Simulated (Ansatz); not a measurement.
Forms of Mg₃Te₂: one energy to predict

Computed with DFT PBE, scalar-relativistic, plane waves, PAW in Ansatz 0.2.0. All cells share a 420 eV cutoff and Γ-centred k meshes spaced at most about 0.3 Å⁻¹ (about 0.25 or finer for metals, 2π included). No spin polarisation.

Temperature and zero-point effects are left out. Rows are sorted by volume; energies count from the lowest form computed. Coordination counts Te atoms around Mg (those within 1.25 times the shortest such distance or 1.15 times the sum of covalent radii, 1.27 where that leaves under three; a plus sign parts nearer from farther groups; the shortest distance is added where it exceeds 1.18 times the sum of covalent radii; a slash parts the counts of unlike sites).

```tsv
row	form	source	atoms	coordination	V (Å³/atom)	gap on mesh (eV)	ΔE (meV/atom)
1	P-3m1	invented	5	Mg 5/6 from 3.3 Å	28.3	0	15
2	P-4m2	invented	5	Mg 4/5	28.3	0	?
3	P4mm	invented	5	Mg 4/1+4	32.7	0	0
4	P6/mmm	invented	5	Mg 4 from 3.3 Å	36.1	0	325
5	P4/mmm	invented	5	Mg 1/2+8 from 5.7 Å	44.2	0	824
```

The cell of row 2:

```cif
data_structure
_symmetry_space_group_name_H-M 'P-4m2'
_symmetry_Int_Tables_number 115
_cell_length_a 4.3312
_cell_length_b 4.3312
_cell_length_c 7.5341
_cell_angle_alpha 90.000
_cell_angle_beta 90.000
_cell_angle_gamma 90.000
_cell_volume 141.34
loop_
_atom_site_label
_atom_site_type_symbol
_atom_site_symmetry_multiplicity
_atom_site_Wyckoff_symbol
_atom_site_fract_x
_atom_site_fract_y
_atom_site_fract_z
_atom_site_occupancy
Mg1 Mg 2 g 0.00000 0.50000 0.33337 1
Mg2 Mg 1 b 0.50000 0.50000 0.00000 1
Te1 Te 2 g 0.50000 0.00000 0.27174 1
```

Q: Estimate the missing energy, and say where the row ranks.

A: 32 meV/atom, which puts it above row 1 and below row 4. Counting Te atoms around Mg, row 2 has Mg 4/5 and the lowest form (row 3) has Mg 4/1+4.

An observed structure of this formula, if there is one, may be missing.

The k mesh leaves some 4 meV/atom of noise in the energy of each metallic cell. Spin–orbit coupling, which can matter for Te, is left out. Cells relaxed within their symmetry can be saddle points. Some types were kept out of the candidates beforehand, so the set may lack a known form.

The zero gaps in all five forms fit the electron count: with Mg as Mg²⁺ and Te as Te²⁻, each formula unit has two electrons left over. These probably occupy states with substantial Mg s and p character, so the phases are better viewed as electron-rich tellurides than as closed-shell salts.

The two most open cells are also the highest in energy, which suggests a loss of Mg–Te attraction, most clearly in row 5 with its sparse near coordination. Density alone doesn't set the order, however: row 3 lies below the denser row 1. Nor does the number of neighbours, since fourfold Mg also occurs in row 4 at 325 meV/atom. The arrangement of the ligands and the room left for Mg–Mg bonding probably matter too.

For row 2, the mixed four- and fivefold coordination makes a low energy plausible, but it can't establish the order relative to row 1. The ranking also leaves open whether any form would survive decomposition into MgTe and Mg, the expected competing phases.
